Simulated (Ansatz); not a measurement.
Born–Oppenheimer molecular dynamics of a periodic cell of 13 atoms, Sc (host Sc, host structure P6_3/mmc, interstitial Sc). It goes on from the last frame of an earlier run, with new velocities.

All numbers below come from Ansatz, DFT PBE-D3(BJ), scalar-relativistic, plane waves, PAW. Settings: accuracy low, cutoff 420 eV, k mesh 2x1x2, fermi-dirac smearing 0.15 eV, no spin polarisation.

```
ensemble        : NVT, Nosé–Hoover chain
time step       : 2 fs
steps asked     : 150
set temperature : 2100 K
thermostat      : time constant 100 fs, chain length 1
seed            : 170335
```

First frame:

```xyz
13
Lattice="6.6176 0.0000 0.0000 -4.9632 8.5965 0.0000 0.0000 0.0000 5.2680" Properties=species:S:1:pos:R:3
Sc -0.710 1.991 1.773
Sc 2.512 2.356 3.066
Sc -1.059 5.223 1.643
Sc 0.102 3.393 4.672
Sc -3.375 7.472 1.234
Sc -1.789 6.784 4.083
Sc 3.136 1.785 0.718
Sc 4.669 0.710 4.298
Sc 1.934 4.623 1.918
Sc 4.110 4.327 4.066
Sc 0.146 7.662 1.597
Sc 1.325 5.992 4.538
Sc 0.627 0.204 -1.303
```

What does the run give?

The run went to its last step.

* steps done: 150
* time covered: 300 fs
* mean temperature over the second half: 2090 K
* spread of the potential energy over the second half: 38.3 meV per atom
* mean potential energy of the second half above the start: 129.8 meV per atom

The conserved energy stayed within 0.25 meV per atom of its start (net change 0.21 meV per atom), so the integration is sound. A run of 0.3 ps of so small a system gives no equilibrium averages. Limits of this set-up: coarse k mesh, low accuracy level.

What happens to the structure?

Mean squared displacements from the first frame to the last, about the centre of mass: Sc 1.03 Å². Another seed would give other details.

How do temperature and energy run in time?


```csv
time (fs),T (K),potential energy less start (eV),conserved less start (meV/atom)
0.0,2100,0.000,0.00
14.0,2173,-0.116,-0.04
28.0,1577,0.806,0.12
42.0,1169,1.456,0.21
56.0,1507,0.980,0.13
70.0,2128,0.116,-0.01
84.0,2238,0.069,0.04
98.0,1973,0.591,0.15
112.0,1864,0.865,0.14
126.0,1923,0.890,0.13
140.0,2048,0.826,0.14
154.0,2242,0.671,0.08
168.0,2172,0.924,0.08
182.0,1775,1.666,0.19
196.0,1645,1.988,0.23
210.0,2018,1.560,0.12
224.0,2253,1.383,0.04
238.0,1932,2.060,0.20
252.0,1770,2.470,0.25
266.0,2142,2.078,0.17
280.0,2577,1.627,0.10
294.0,2506,1.952,0.16
```

The run took 11 min on 1 thread of Arm Neoverse V2 (shared host), peak memory 0.59 GiB.
